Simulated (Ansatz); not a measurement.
# Ti: the cost of one run

Program: Ansatz 0.2.0. Level of theory: DFT PBEsol, scalar-relativistic, plane waves, PAW. These are calculated values, not measurements.

2 further runs of the same task are left out: 2 set aside as unsound or not needed.

## Step 1: The system as given

The structure is cubic, space group Im-3m (No. 229). The conventional cell has a = 3.210 Å, b = 3.210 Å, c = 3.210 Å, α = 90.00°, β = 90.00°, γ = 90.00°. Ti (site symmetry m-3m) is surrounded by 8 Ti at 2.78 Å.

As a file:

```xyz
2
Lattice="0.0000 -3.2102 0.0000 -3.2102 0.0000 0.0000 0.0000 0.0000 -3.2102" Properties=species:S:1:pos:R:3 pbc="T T T"
Ti   -1.6051   -1.6051   -1.6051
Ti    0.0000    0.0000    0.0000
```

It is built from the cell relaxed beforehand with the same method (16.54 Å³/atom).

## Step 2: The reference cell

The cell is repeated 2 times, 2 atoms in all. Reference values: F = -4947.6099 eV; pressure 0.01 GPa; largest force 0.000 eV/Å; gap on the mesh none (metal). It was computed beforehand with the settings of the runs below.

## Step 3: The disturbance

All atoms moved at random, sigma 0.25 Å a component, cell strained at random, sigma 0.03. Displacements in the unstrained cell, with the mean shift removed:

| atom | ux (Å) | uy (Å) | uz (Å) |
| --- | --- | --- | --- |
| Ti1 | 0.011 | -0.308 | 0.114 |
| Ti2 | -0.011 | 0.308 | -0.114 |

Strain (xx, yy, zz, yz, xz, xy; engineering shear): (0.0027, -0.0026, -0.0525, -0.0283, 0.0488, 0.0294).

## Step 4: Single point of the disturbed structure

input.yaml reads:

```yaml
crystal:
  lattice:
    - [-0.0471744268, -3.2017379036, 0.0454992841]
    - [-3.2188312955, -0.0471744268, -0.0782729369]
    - [-0.0782729369, 0.0454992841, -3.0417605713]
  atoms:
    - { symbol: Ti, position: [0.5960894026, 0.4966449157, 0.4644195216] }
    - { symbol: Ti, position: [-0.0960894026, 0.0033550843, 0.0355804784] }
basis:
  ecutwfc: 420
kpoints:
  mp_grid: { grid: [10, 10, 10] }
hamiltonian:
  xc: pbesol
scf:
  occupations: { method: gaussian, width: 0.15 }
output:
  forces: true
  stress: true
  eigenvalues: true
  write_density: true
  write_potential: true
  elf: true
  volumetric_format: npy
```

Run with:

```bash
ansatz run input.yaml --threads 2 --pin off --max-ram 5120MiB --backend cpu --events-out ev --progress --plain --runs-dir out
```

**Question.** How long does this run take on 2 threads of Arm Neoverse V2, shared host, and how much memory does it need?

About 8.7 s, with a peak of 0.48 GiB.
